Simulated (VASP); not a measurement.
# Al (Fm-3m) in VASP: relaxation of cell and atoms with r2SCAN

Aim: the relaxation of cell and atoms of Al with r2SCAN.

Everything below comes from runs of VASP 6.6.1. Logs are shortened: lines on timing, memory, paths and dates and some standing lists are left out, and cuts for length are marked.

### Step 1. The crystal as given

It takes space group Fm-3m (No. 225, cubic). The conventional cell has a = 4.050 Å, b = 4.050 Å, c = 4.050 Å, α = 90.00°, β = 90.00°, γ = 90.00°. Al (site symmetry m-3m) is surrounded by 12 Al at 2.86 Å.

### Step 2. Relaxation of cell and atoms, r2SCAN

INCAR reads:

```
SYSTEM = Al
  PREC = Accurate
  ENCUT = 600
  EDIFF = 1E-7
  ISMEAR = 0
  SIGMA = 0.1
  LREAL = .False.
  LASPH = .True.
  NELM = 80
  ALGO = Normal
  ISIF = 3
  LWAVE = .False.
  LCHARG = .False.
  METAGGA = R2SCAN
  LMIXTAU = .True.
  IBRION = 2
  NSW = 80
  EDIFFG = -0.004
```

KPOINTS reads:

```
Automatic mesh
0
Gamma
  18 18 18
  0 0 0
```

POSCAR reads:

```
Al
1.0
    0.0000000000      2.0248050000      2.0248050000
    2.0248050000      0.0000000000      2.0248050000
    2.0248050000      2.0248050000      0.0000000000
Al
1
Direct
    0.0000000000      0.0000000000      0.0000000000
```

Potentials or basis: VASP PAW PBE potentials, release 64 (Al).

Command:

```console
cat potpaw_PBE.64/Al/POTCAR > POTCAR
mpirun -np 1 vasp_std > vasp.out
```

OUTCAR:

```text
SYSTEM = Al
   PREC = Accurate
   ENCUT = 600
   EDIFF = 1E-7
   ISMEAR = 0
   LREAL = .False.
   LASPH = .True.
   NELM = 80
   ISIF = 3
   METAGGA = R2SCAN
   IBRION = 2
   NSW = 80
   EDIFFG = -0.004

 ion  position               nearest neighbor table
   1  0.000  0.000  0.000-

  LATTYP: Found a face centered cubic cell.
 ALAT       =     4.0496100000

  Lattice vectors:

 A1 = (   0.0000000000,   2.0248050000,   2.0248050000)
 A2 = (   2.0248050000,   0.0000000000,   2.0248050000)
 A3 = (   2.0248050000,   2.0248050000,   0.0000000000)

Analysis of symmetry for initial positions (statically):
=====================================================================
 Subroutine PRICEL returns:
 Original cell was already a primitive cell.

 Routine SETGRP: Setting up the symmetry group for a
 face centered cubic supercell.

 Subroutine GETGRP returns: Found 48 space group operations
 (whereof 48 operations were pure point group operations)
 out of a pool of 48 trial point group operations.

The static configuration has the point symmetry O_h .

Analysis of symmetry for dynamics (positions and initial velocities):
=====================================================================
 Subroutine PRICEL returns:
 Original cell was already a primitive cell.

 Routine SETGRP: Setting up the symmetry group for a
 face centered cubic supercell.

 Subroutine GETGRP returns: Found 48 space group operations
 (whereof 48 operations were pure point group operations)
 out of a pool of 48 trial point group operations.

The dynamic configuration has the point symmetry O_h .

 Subroutine INISYM returns: Found 48 space group operations
 (whereof 48 operations are pure point group operations),
 and found     1 'primitive' translations

----------------------------------------------------------------------------------------

                                     Primitive cell

  volume of cell :      16.6027

  direct lattice vectors                    reciprocal lattice vectors
     0.000000000  2.024805000  2.024805000    -0.246937359  0.246937359  0.246937359
     2.024805000  0.000000000  2.024805000     0.246937359 -0.246937359  0.246937359
     2.024805000  2.024805000  0.000000000     0.246937359  0.246937359 -0.246937359

  length of vectors
     2.863506692  2.863506692  2.863506692     0.427708053  0.427708053  0.427708053

  position of ions in fractional coordinates (direct lattice)
     0.000000000  0.000000000  0.000000000

  ion indices of the primitive-cell ions
   primitive index   ion index
                 1           1

----------------------------------------------------------------------------------------

 KPOINTS: Automatic mesh

Automatic generation of k-mesh.
 Grid dimensions read from file:
 generate k-points for:   18   18   18

 Generating k-lattice:

  Cartesian coordinates                     Fractional coordinates (reciprocal lattice)
    -0.013718742  0.013718742  0.013718742     0.055555556  0.000000000  0.000000000
     0.013718742 -0.013718742  0.013718742     0.000000000  0.055555556  0.000000000
     0.013718742  0.013718742 -0.013718742     0.000000000  0.000000000  0.055555556

  Length of vectors
     0.023761558  0.023761558  0.023761558

  Shift w.r.t. Gamma in fractional coordinates (k-lattice)
     0.000000000  0.000000000  0.000000000

 Subroutine IBZKPT returns following result:
 ===========================================

 Found    195 irreducible k-points:

 Following reciprocal coordinates:
            Coordinates               Weight
  0.000000  0.000000  0.000000      1.000000
  0.055556  0.000000  0.000000      8.000000
  0.111111  0.000000  0.000000      8.000000
  0.166667  0.000000  0.000000      8.000000
  0.222222  0.000000  0.000000      8.000000
  0.277778  0.000000  0.000000      8.000000
[... 16 lines left out ...]
 -0.277778  0.055556  0.000000     24.000000
 -0.222222  0.055556  0.000000     24.000000
 [... further k-points ...]
   k-points           NKPTS =    195   k-points in BZ     NKDIM =    195   number of bands    NBANDS=      5
   number of dos      NEDOS =    301   number of ions     NIONS =      1
   total plane-waves  NPLWV =  13824
   dimension x,y,z NGX =    24 NGY =   24 NGZ =   24
   dimension x,y,z NGXF=    48 NGYF=   48 NGZF=   48
   ions per type =               1
   NGX,Y,Z   is equivalent  to a cutoff of  13.93, 13.93, 13.93 a.u.
   NGXF,Y,Z  is equivalent  to a cutoff of  27.87, 27.87, 27.87 a.u.
 SYSTEM =  Al
   PREC   = accura    normal or accurate (medium, high low for compatibility)
   ISTART =      0    job   : 0-new  1-cont  2-samecut
   ICHARG =      2    charge: 1-file 2-atom 10-const
   ISPIN  =      1    spin polarized calculation?
   LNONCOLLINEAR =      F non collinear calculations
   LSORBIT =      F    spin-orbit coupling
   LASPH  =      T    aspherical Exc in radial PAW
   ENCUT  =  600.0 eV  44.10 Ry    6.64 a.u.   5.72  5.72  5.72*2*pi/ulx,y,z
   NELM   =     80;   NELMIN=  2; NELMDL= -5     # of ELM steps
   EDIFF  = 0.1E-06   stopping-criterion for ELM
   LREAL  =      F    real-space projection
   EDIFFG = -.4E-02   stopping-criterion for IOM
   NSW    =     80    number of steps for IOM
   IBRION =      2    ionic relax: 0-MD 1-quasi-New 2-CG
   NFREE  =      1    steps in history (QN), initial steepest desc. (CG)
   ISIF   =      3    stress and relaxation
   ISYM   =      2    0-nonsym 1-usesym 2-fastsym
   POTIM  = 0.5000    time-step for ionic-motion
   TEBEG  =    0.0;   TEEND  =   0.0 temperature during run
   PSTRESS=    0.0 pullay stress
   NELECT =       3.0000    total number of electrons
   NUPDOWN=      -1.0000    fix difference up-down
   EMIN   =  10.00;   EMAX   =-10.00  energy-range for DOS
   EFERMI =   0.00;   METHOD = LEGACY
   ISMEAR =     0;   SIGMA  =   0.10  broadening in eV -4-tet -1-fermi 0-gaus
   EFERMI_NEDOS =   21; number of points for ismear=-14 and -15
   IALGO  =     38    algorithm
   IMIX   =      4    mixing-type and parameters
     AMIX     =   0.40;   BMIX     =  1.00
     AMIX_MAG =   1.60;   BMIX_MAG =  1.00
  volume/ion in A,a.u.               =      16.60       112.04
  Fermi-wavevector in a.u.,A,eV,Ry     =   0.925526  1.748991 11.654733  0.856599
  Thomas-Fermi vector in A             =   2.051390
   LORBIT       =      0    0 simple, 1 ext, 2 COOP (PROOUT), +10 PAW based schemes
   METAGGA = R2SCAN    functional components
   LHFCALC =     F    Hartree Fock is set to
   AEXX    =    0.0000 exact exchange contribution
   IVDW    =     0    specifies the selected vdW correction
   LEPSILON=     F    determine dielectric tensor
   LRPA    =     F    only Hartree local field effects (RPA)
 conjugate gradient relaxation of ions
 non-spin polarized calculation
 Gauss-broadening in eV      SIGMA  =   0.10
  energy-cutoff  :      600.00
  volume of cell :       16.60
 maximum number of plane-waves:       568
   NGX = 11   NGY = 11   NGZ = 11

--------------------------------------- Ionic step        1  -------------------------------------------

 number of electron       3.0000000 magnetization

 Free energy of the ion-electron system (eV)
  ---------------------------------------------------
  ext. energy  EPLUGINS =         0.00000000
  ---------------------------------------------------
  free energy    TOTEN  =        -6.72731188 eV

  energy without entropy =       -6.72451844  energy(sigma->0) =       -6.72591516

------------------------ aborting loop because EDIFF is reached ----------------------------------------

  FORCE on cell =-STRESS in cart. coord.  units (eV):
  Direction    XX          YY          ZZ          XY          YZ          ZX
  --------------------------------------------------------------------------------------
  -------------------------------------------------------------------------------------
  Total       -0.4007744     -0.4007744     -0.4007744      0.0000000      0.0000000     -0.0000000
  in kB      -38.6750576    -38.6750576    -38.6750576      0.0000000      0.0000000     -0.0000000
  external PRESSURE =     -38.6750576 kB  Pullay stress =       0.0000000 kB
[... 55 lines left out ...]
  energy  without entropy=       -6.7339324519  energy(sigma->0) =       -6.73514349

--------------------------------------- Ionic step        3  -------------------------------------------

 number of electron       3.0000000 magnetization

 Free energy of the ion-electron system (eV)
  ---------------------------------------------------
  ext. energy  EPLUGINS =         0.00000000
  ---------------------------------------------------
  free energy    TOTEN  =        -6.73698646 eV

  energy without entropy =       -6.73447236  energy(sigma->0) =       -6.73572941

 E-fermi :   8.4510     XC(G=0): -11.0580

 val. band max:        8.4433357444   @ k =  -0.3333   0.4444   0.1111
 cond. band min:       8.4928833908   @ k =  -0.3333   0.3889   0.0556
 fundamental gap:      0.0495476465
 Fermi energy:         8.4510056458

 k-point     1 :       0.0000    0.0000    0.0000
  band No.  band energies     occupation
      1      -3.6821      2.00000
      2      22.0018      0.00000
      3      22.0018      0.00000
      4      22.0018      0.00000
      5      24.2380      0.00000

 k-point     2 :       0.0556    0.0000    0.0000
  band No.  band energies     occupation
      1      -3.5906      2.00000
      2      20.4724      0.00000
      3      21.7483      0.00000
      4      21.7483      0.00000
      5      24.6382      0.00000
[... 169 lines left out ...]
 k-point    24 :      -0.2222    0.0556    0.0000
  band No.  band energies     occupation
      1      -1.8923      2.00000
      2      12.6245      0.00000
      3      18.6156      0.00000
      4      21.6959      0.00000
      5      23.6386      0.00000

 [... further k-points ...]

------------------------ aborting loop because EDIFF is reached ----------------------------------------

  FORCE on cell =-STRESS in cart. coord.  units (eV):
  Direction    XX          YY          ZZ          XY          YZ          ZX
  --------------------------------------------------------------------------------------
  -------------------------------------------------------------------------------------
  Total        0.0036210      0.0036210      0.0036210      0.0000000      0.0000000      0.0000000
  in kB        0.3662228      0.3662228      0.3662228      0.0000000      0.0000000      0.0000000
  external PRESSURE =       0.3662228 kB  Pullay stress =       0.0000000 kB
[... 16 lines left out ...]
  FREE ENERGIE OF THE ION-ELECTRON SYSTEM (eV)
  ---------------------------------------------------
  free  energy   TOTEN  =        -6.7369864558 eV

  energy  without entropy=       -6.7344723603  energy(sigma->0) =       -6.73572941

 reached required accuracy - stopping structural energy minimisation
```

Run time: 2.3 min. Hardware: 1 thread of Intel Xeon Platinum 8259CL at 2.50GHz (Skylake/Cascade Lake), shared host; peak memory 0.15 GiB.

What came out:

```yaml
Free_energy: -6.7370 eV
Relaxed_volume: 15.84 Å³/atom
Relaxed_cell: a = 2.819 Å, b = 2.819 Å, c = 2.819 Å, α = 60.00°, β = 60.00°, γ = 60.00°
Space_group_after_relaxing_to_0.05_Å: Fm-3m (No. 225)
Energy_gained_by_relaxing: 9.7 meV/atom
Ionic_steps: 3
Pressure_after_relaxing: 0.0 GPa
Band_gap_on_the_k_mesh: none (metal or under the smearing width)
```

Step by step:
| step | energy change (eV) | largest force (eV/Å) | pressure (GPa) | volume (Å³) |
| --- | --- | --- | --- | --- |
| 1 | 0.0000 | 0.0000 | -3.87 | 16.60 |
| 2 | -0.0090 | 0.0000 | 1.15 | 15.66 |
| 3 | -0.0097 | 0.0000 | 0.04 | 15.84 |

Final structure:
```
Al
1.0
     0.00000    1.99337    1.99337
     1.99337    0.00000    1.99337
     1.99337    1.99337    0.00000
Al
1
Cartesian
  0.0000 0.0000 0.0000
```

Levels at points of the mesh, in eV from the Fermi level:
```tsv
k point	band 1	band 2	band 3	band 4
(0.00, 0.00, 0.00)	-12.13	13.55	13.55	13.55
(0.50, 0.00, 0.00)	-5.17	-4.59	12.27	12.27
(0.50, 0.50, 0.00)	-3.26	-1.67	5.47	6.20
```

Caveat: the PAW data sets were made with another functional, which shifts forces and pressure a little.
